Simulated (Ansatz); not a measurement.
MgF2 (rutile), relaxed with r2SCAN in Ansatz 0.2.0. The symmetry is P4_2/mnm (No. 136, tetragonal); conventional cell a = 4.622 Å, c = 3.046 Å, 10.85 Å³ an atom. Around Mg lie 6 F at 1.98–1.99 Å; around F lie 3 Mg at 1.98–1.99 Å.

The axes x, y and z are those of this cell:
```
Mg F
1.0
     4.62202    0.00000    0.00000
     0.00000    4.62202    0.00000
     0.00000    0.00000    3.04611
Mg F
2 4
Direct
  0.00000 0.00000 0.00000
  0.50000 0.50000 0.50000
  0.30295 0.30295 0.00000
  0.19705 0.80295 0.50000
  0.80295 0.19705 0.50000
  0.69705 0.69705 0.00000
```

Unstrained: With PBE the gap is 7.159 eV and direct, at Γ. The r2SCAN gap is direct at Γ: 8.071 eV. HSE06 gives a direct gap of 9.471 eV at Γ. Meshes: PBE 6×6×8, r2SCAN 6×6×8, HSE06 4×4×6. Strains are changes of length per length. After each strain the atoms were relaxed again with r2SCAN in this cell and within any symmetry left, so distortions that break it or need a larger cell weren't tested; points keep the names that they have in the unstrained zone. Spin-unpolarised throughout; all numbers are computed.

Question: Apply isotropic -4.0 % on every length. How far does the gap move, against the unstrained cell?

Answer: PBE: the gap goes from 7.159 to 8.052 eV (+0.893 eV). r2SCAN: the gap goes from 8.071 to 8.987 eV (+0.917 eV). HSE06: the gap goes from 9.471 to 10.414 eV (+0.943 eV). The r2SCAN energy rises by 58.9 meV an atom.

Question: Estimate what isotropic -3.0 % on every length does to the gap.

Answer: PBE: the gap goes from 7.159 to 7.816 eV (+0.658 eV). r2SCAN: the gap goes from 8.071 to 8.745 eV (+0.674 eV). HSE06: the gap goes from 9.471 to 10.166 eV (+0.695 eV). The r2SCAN energy rises by 32.0 meV an atom.

Question: Apply isotropic -2.0 % on every length. How far does the gap move, against the unstrained cell?

Answer: PBE: the gap goes from 7.159 to 7.589 eV (+0.430 eV). r2SCAN: the gap goes from 8.071 to 8.512 eV (+0.441 eV). HSE06: the gap goes from 9.471 to 9.926 eV (+0.455 eV). The r2SCAN energy rises by 13.7 meV an atom.

Question: Estimate what isotropic +3.0 % on every length does to the gap.

Answer: PBE: the gap goes from 7.159 to 6.574 eV (-0.585 eV). r2SCAN: the gap goes from 8.071 to 7.471 eV (-0.599 eV). HSE06: the gap goes from 9.471 to 8.850 eV (-0.621 eV). The r2SCAN energy rises by 26.1 meV an atom.

Question: Estimate what isotropic +2.0 % on every length does to the gap.

Answer: PBE: the gap goes from 7.159 to 6.761 eV (-0.397 eV). r2SCAN: the gap goes from 8.071 to 7.663 eV (-0.407 eV). HSE06: the gap goes from 9.471 to 9.049 eV (-0.422 eV). The r2SCAN energy rises by 12.0 meV an atom.

Question: Apply isotropic -1.0 % on every length. How far does the gap move, against the unstrained cell?

Answer: PBE: the gap goes from 7.159 to 7.370 eV (+0.211 eV). r2SCAN: the gap goes from 8.071 to 8.287 eV (+0.216 eV). HSE06: the gap goes from 9.471 to 9.695 eV (+0.223 eV). The r2SCAN energy rises by 3.3 meV an atom.

Question: Apply isotropic +4.0 % on every length. How far does the gap move, against the unstrained cell?

Answer: PBE: the gap goes from 7.159 to 6.394 eV (-0.764 eV). r2SCAN: the gap goes from 8.071 to 7.288 eV (-0.782 eV). HSE06: the gap goes from 9.471 to 8.659 eV (-0.812 eV). The r2SCAN energy rises by 44.9 meV an atom.

Question: Apply isotropic +1.0 % on every length. How far does the gap move, against the unstrained cell?

Answer: PBE: the gap goes from 7.159 to 6.956 eV (-0.203 eV). r2SCAN: the gap goes from 8.071 to 7.863 eV (-0.208 eV). HSE06: the gap goes from 9.471 to 9.256 eV (-0.215 eV). The r2SCAN energy rises by 3.1 meV an atom.

The meshes of the hybrids are coarse, so their gaps aren't converged to the digits shown.
